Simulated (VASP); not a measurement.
# NaF: single point with r2SCAN

The system is NaF.

```xyz
2
Lattice="0.0000 2.2536 2.3581 2.2536 0.0000 2.3581 2.2536 2.2536 0.0000" Properties=species:S:1:pos:R:3 pbc="T T T"
Na    0.0000    0.0000    0.0000
F     2.2536    2.2536    2.3581
```

The cell isn't the ideal one: strain -0.030 along x and y, +0.015 along z, atoms carried along.

```
Program                : VASP 6.6.1
Task                   : single point
Functional             : r2SCAN
Potentials or basis    : VASP PAW PBE potentials, release 64 (Na_pv, F)
Cutoff                 : 520 eV
k mesh                 : 8 × 8 × 8
Occupations            : gaussian, width 0.05 eV
Spin                   : no spin polarisation
Dipole correction      : no
Further INCAR settings : ALGO = Normal; EDIFF = 1e-06; NBANDS = 14
```

```
Pressure               : 0.3 GPa
Band gap on the k mesh : 7.38 eV, direct
```

Stress tensor (GPa, compression positive):
```
 1.76  0.00  0.00
 0.00  1.76  0.00
 0.00  0.00 -2.55
```

Levels at points of the mesh, in eV from the valence-band top:
```tsv
k point	band 5	band 6	band 7	band 8	band 9	band 10
(0.00, 0.00, 0.00)	-0.01	0.00	0.00	7.38	19.86	20.19
(0.50, 0.00, 0.00)	-1.64	-0.31	-0.27	11.87	13.74	21.43
(0.50, 0.50, 0.00)	-1.38	-0.37	-0.37	13.98	14.37	15.16
(0.50, 0.00, 0.50)	-1.29	-0.48	-0.42	13.91	14.60	15.28
```

It took 42 s on 1 thread of Intel(R) Xeon(R) Platinum 8488C (Sapphire Rapids), on a shared host, peak memory 0.14 GiB.

Caveat: the PAW data sets were made with another functional, which shifts forces and pressure a little.
